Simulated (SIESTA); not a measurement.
The system is BaZrO3.

```
Ba Zr O
1.0
     4.19134    0.00000    0.00000
     0.00000    4.19134    0.00000
     0.00000    0.00000    4.19134
Ba Zr O
1 1 3
Direct
  0.00000 0.00000 0.00000
  0.50000 0.50000 0.50000
  0.50000 0.50000 0.00000
  0.50000 0.00000 0.50000
  0.00000 0.50000 0.50000
```

Base run:

| Quantity | Value |
| --- | --- |
| Program | SIESTA 5.4.2 |
| Functional | vdW-DF-cx |
| Potentials or basis | PseudoDojo 0.4 standard (PBE files) |
| Basis | DZP (energy shift 0.003 Ry; two zetas on semicore shells; d shell added on Ba) |
| Grid cutoff | 800 Ry |
| Energy shift | 0.003 Ry |
| k mesh | 6 × 6 × 6 |
| Occupations | fermi-dirac, width 0.05 eV |
| Spin | no spin polarisation |

Its results: band gap on the k mesh 2.99 eV, indirect (least direct gap 3.15 eV); pressure 2.9 GPa.

Question: The run is repeated on the same cell with these changes: functional from vdW-DF-cx to BLYP. What comes out?

Answer: Band gap on the k mesh 3.09 eV, indirect (least direct gap 3.25 eV); pressure 12.6 GPa.

Caveats: this set's barium file shifts pressures by up to 1 GPa against other sets; the potentials were made for another functional, which shifts forces and pressure; spin-orbit coupling is left out, which moves the levels of the heavy elements; the basis of atomic orbitals isn't converged, which shifts pressures, moduli and gaps.
